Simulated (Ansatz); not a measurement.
## Zr under changes of volume

One of the cells (23.281 Å³/atom); the others are scaled copies at fixed shape and fractional positions:

```
Zr
1.0
     3.23200    0.00000    0.00000
    -1.61600    2.79899    0.00000
     0.00000    0.00000    5.14700
Zr
2
Direct
  0.66667 0.33333 0.75000
  0.33333 0.66667 0.25000
```

- Program: Ansatz 0.2.0
- Functional: PBE
- Potentials or basis: PseudoDojo standard (PBE files)
- Cutoff: 898 eV
- Density cutoff: 3592 eV
- k mesh: 9 × 9 × 5
- Occupations: fermi-dirac, width 0.05 eV
- Spin: no spin polarisation

```csv
volume (Å³/atom),energy over the lowest point (meV/atom),pressure (GPa)
21.884,32.62,7.1
22.350,15.34,4.8
22.815,4.65,2.6
23.281,0.00,0.6
23.746,?,?
24.212,7.05,-3.0
24.678,17.91,-4.5
```

Q: What does the run at 23.746 Å³/atom give?

A: Energy over the lowest point 0.94 meV/atom; pressure -1.3 GPa.

Worked out: A Birch-Murnaghan fit of order 3 (a polynomial in V^(-2/3)) to the other rows has its minimum at 23.43 Å³/atom with B0 = V·E''(V) = 94 GPa and B' = 3.1 at fixed shape and positions, which overstates the stiffness. It gives 0.95 meV/atom at 23.746 Å³/atom, against the run's 0.94, and -dE/dV = -1.2 GPa, against -1.3.

Energies are extrapolated to zero smearing.
